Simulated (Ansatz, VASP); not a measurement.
LiF: VASP beside Ansatz

File INCAR:

```
SYSTEM = LiF
ALGO = Normal
EDIFF = 1E-7
ENCUT = 520
GGA = PE
ISIF = 2
ISMEAR = 0
LASPH = .TRUE.
LCHARG = .FALSE.
LREAL = .FALSE.
LWAVE = .FALSE.
NBANDS = 12
NELM = 100
PREC = Accurate
SIGMA = 0.1
```

Contents of KPOINTS:

```
k-points
0
G
  10 10 10
  0 0 0
```

The input POSCAR:

```
LiF
1.0
    0.0000000000      2.0417135738      2.0417135738
    2.0417135738      0.0000000000      2.0417135738
    2.0417135738      2.0417135738      0.0000000000
Li F
1 1
Direct
    0.0022886254     -0.0071930857      0.0084373105
    0.5192486997      0.4977713611      0.4910829823
```

Input for Ansatz:

```yaml
crystal:
  lattice:
    - [0.0, 2.0417135738, 2.0417135738]
    - [2.0417135738, 0.0, 2.0417135738]
    - [2.0417135738, 2.0417135738, 0.0]
  atoms:
    - { symbol: Li, position: [0.0022886254, -0.0071930857, 0.0084373105] }
    - { symbol: F, position: [0.5192486997, 0.4977713611, 0.4910829823] }
basis: {}
kpoints:
  mp_grid: { grid: [10, 10, 10] }
hamiltonian:
  xc: pbe
scf:
  occupations: { method: gaussian, width: 0.1 }
output:
  forces: true
  stress: true
  eigenvalues: true
```

Alike in both runs: task single point; functional PBE; k mesh 10 × 10 × 10; occupations gaussian, width 0.1 eV; no spin polarisation.

|  | VASP | Ansatz |
| --- | --- | --- |
| version | VASP 6.6.1 | Ansatz 0.2.0 |
| potentials or method | VASP PAW PBE potentials, release 64 (Li_sv, F) | scalar-relativistic, plane waves, PAW |
| plane-wave cutoff (eV) | 520 | 420 |
| valence electrons in the cell | 10 | 10 |

VASP gave:

```
gap on the k mesh at the Fermi level (eV) : 8.73
least direct gap on the mesh (eV)         : 8.73
rms of the force components (eV/Å)        : 0.039
```

Question: What did Ansatz give for the same quantities?

Answer: gap on the k mesh at the Fermi level (eV): 8.73; least direct gap on the mesh (eV): 8.73; rms of the force components (eV/Å): 0.037.

Atom by atom the forces differ by 0.002 eV/Å (rms over components).

 A k mesh can miss the band edges. A hybrid or GW would open this gap; PBE tends to underestimate it.
